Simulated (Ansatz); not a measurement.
**Au in Ansatz: the effect of functional**

Au:

```xyz
2
Lattice="1.3922 -2.5214 0.0000 1.3922 2.5214 0.0000 0.0000 0.0000 4.8270" Properties=species:S:1:pos:R:3 pbc="T T T"
Au    1.3922    0.8337    1.2068
Au    1.3922   -0.8337    3.6203
```

This isn't the form of Au at room conditions, which is fcc.

The cell isn't the ideal one: volume scaled by 0.96.

Alike in all runs:

- Program: Ansatz 0.2.0
- Task: single point
- Potentials or basis: Ansatz PAW
- k mesh: 11 × 11 × 6
- Occupations: fermi-dirac, width 0.05 eV
- Spin: no spin polarisation

```csv
functional,cutoff,pressure (GPa),largest force (eV/Å)
LDA,420 eV (not typed: the program's choice for these potentials),?,?
PBEsol,420 eV (not typed: the program's choice for these potentials),1.3,0.04
r2SCAN,500 eV (not typed: the program's choice for these potentials),6.5,0.03
```

**Question.** What does the run with functional LDA give?

**Answer.** Pressure -3.4 GPa; largest force 0.03 eV/Å.

Caveats: the PAW data sets come from PBE, with cores solved anew for the run's functional, which leaves a small shift of forces and pressure.
